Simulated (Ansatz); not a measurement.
# Al3GaN4: the cost of one run

Method: DFT r2SCAN, scalar-relativistic, plane waves, PAW, in Ansatz 0.2.0.

1 further run of the same task is left out (set aside as unsound or not needed). Runs told in other sessions of the task aren't counted.

## (1) Starting point

The structure is cubic, space group P-43m (No. 215). Conventional cell: a = 4.401 Å, b = 4.401 Å, c = 4.401 Å, α = 90.00°, β = 90.00°, γ = 90.00°. Al (site symmetry -42m) is surrounded by 4 N at 1.89 Å. Ga (site symmetry -43m) is surrounded by 4 N at 1.95 Å. N (site symmetry 3m) is surrounded by 3 Al at 1.89 Å and 1 Ga at 1.95 Å.

Coordinates:

```
CELL_PARAMETERS angstrom
4.40124 0.00000 0.00000
0.00000 4.40124 0.00000
0.00000 0.00000 4.40124
ATOMIC_POSITIONS crystal
Al 0.50000 0.50000 0.00000
Al 0.50000 0.00000 0.50000
Al 0.00000 0.50000 0.50000
Ga 0.00000 0.00000 0.00000
N 0.74446 0.74446 0.25554
N 0.74446 0.25554 0.74446
N 0.25554 0.74446 0.74446
N 0.25554 0.25554 0.25554
```

It goes back to an entry of the Materials Project, which need not be the stable form.

This cell was relaxed beforehand with the same method: volume 10.66 Å³/atom, gap on the mesh 4.01 eV.

## (2) Zero of energy

The reference gives a free energy of -6961.6845 eV, pressure 0.00 GPa, largest force 0.000 eV/Å and gap on the mesh 4.01 eV. It was computed beforehand with the settings of the runs below.

## (3) Normal modes

input.yaml reads:

```yaml
crystal:
  lattice:
    - [4.4012372926, 0.0, 0.0]
    - [0.0, 4.4012372926, 0.0]
    - [0.0, 0.0, 4.4012372926]
  atoms:
    - { symbol: Al, position: [0.5, 0.5, 0.0] }
    - { symbol: Al, position: [0.5, 0.0, 0.5] }
    - { symbol: Al, position: [0.0, 0.5, 0.5] }
    - { symbol: Ga, position: [0.0, 0.0, 0.0] }
    - { symbol: "N", position: [0.7444581602, 0.7444581602, 0.2555418398] }
    - { symbol: "N", position: [0.7444581602, 0.2555418398, 0.7444581602] }
    - { symbol: "N", position: [0.2555418398, 0.7444581602, 0.7444581602] }
    - { symbol: "N", position: [0.2555418398, 0.2555418398, 0.2555418398] }
basis:
  ecutwfc: 500
kpoints:
  mp_grid: { grid: [6, 6, 6] }
hamiltonian:
  xc: r2scan
scf:
  occupations: { method: gaussian, width: 0.05 }
output:
  eigenvalues: true
phonons:
  method: fd
  supercell: [1, 1, 1]
  amplitude: 0.02
  eigenvectors: true
  dielectric: false
```

Run with:

```
$ ansatz run input.yaml --threads 2 --pin off --max-ram 5120MiB --backend cpu --events-out ev --progress --plain --runs-dir out
```

What time and memory should one allow on 2 threads of Arm Neoverse V1, shared host?

About 1.9 min, with a peak of 1.1 GiB.
